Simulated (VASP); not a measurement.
A run of VASP 6.6.1 is set up as follows.

Contents of INCAR:

```
SYSTEM = B
PREC = Accurate ; ENCUT = 520
EDIFF = 1E-7 ; ISMEAR = -1
SIGMA = 0.05 ; LREAL = .False.
LASPH = .True. ; NELM = 80
ALGO = Normal ; ISIF = 2
LWAVE = .False. ; LCHARG = .False.
GGA = PE ; NBANDS = 8
```

File KPOINTS:

```
Automatic mesh
0
Gamma
  14 14 14
  0 0 0
```

File POSCAR:

```
B
1.0
    1.8852400000      0.0000000000      0.0000000000
    0.0000000000      1.8852400000      0.0000000000
    0.0000000000      0.0000000000      1.8852400000
B
1
Direct
    0.5000000000      0.5000000000      0.5000000000
```

Potentials or basis: VASP PAW PBE potentials, release 64 (B).

The run is started by

```bash
$ cat potpaw_PBE.64/B/POTCAR > POTCAR
$ mpirun -np 1 vasp_std > vasp.out
```

What does it give for the band gap on the k mesh?

None (metal or under the smearing width).

Estimate the pressure.

0.4 GPa.
